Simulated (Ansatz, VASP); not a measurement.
## Re: VASP beside Ansatz

```
Re
1.0
     0.00000    1.97500    1.97500
     1.97500    0.00000    1.97500
     1.97500    1.97500    0.00000
Re
1
Direct
  0.00000 0.00000 0.00000
```

This isn't the form of Re at room conditions, which is hcp.

Alike in both runs: task single point; functional PBE; k mesh 20 × 20 × 20; occupations gaussian, width 0.15 eV; no spin polarisation.

|  | VASP | Ansatz |
| --- | --- | --- |
| version | VASP 6.6.1 | Ansatz 0.2.0 |
| potentials or method | VASP PAW PBE potentials, release 64 (Re) | scalar-relativistic, plane waves, PAW |
| plane-wave cutoff (eV) | 520 | 420 |
| valence electrons in the cell | 7 | 15 |

```csv
,VASP,Ansatz,Ansatz less VASP
gap on the k mesh at the Fermi level (eV),none,none,-
pressure (GPa),-9.9,-9.2,+0.70
```

A gap of «none» marks a metal or a gap that the smearing closes. With one functional, cell and mesh, what is left measures potentials, basis and numerics. The two sets of potentials don't hold the same shells in valence.

Spin-orbit coupling is left out, which matters for the levels of Re.
